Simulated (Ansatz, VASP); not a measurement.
**Ta in VASP and in Ansatz**

```xyz
1
Lattice="2.6710 0.0000 0.0000 0.0000 2.6710 0.0000 0.0000 0.0000 2.6710" Properties=species:S:1:pos:R:3 pbc="T T T"
Ta    0.0000    0.0000    0.0000
```

Alike in both runs: task single point; functional PBEsol; k mesh 13 × 13 × 13; occupations fermi-dirac, width 0.1 eV; no spin polarisation.

```csv
,VASP,Ansatz
version,VASP 6.6.1,Ansatz 0.2.0
potentials or method,"VASP PAW PBE potentials, release 64 (Ta_pv)","plane waves (420 eV) with PAW, scalar-relativistic"
plane-wave cutoff (eV),520,420
valence electrons in the cell,11,13
```

|  | VASP | Ansatz | Ansatz less VASP |
| --- | --- | --- | --- |
| pressure (GPa) | 7.0 | 6.7 | -0.28 |

The two sets of potentials don't hold the same shells in valence. Ansatz warned: «pseudo_functional_mismatch».

Caveats: the PAW data sets were made with another functional, which shifts forces and pressure a little (VASP). The runs have no spin-orbit coupling, so splittings on Ta are missing.
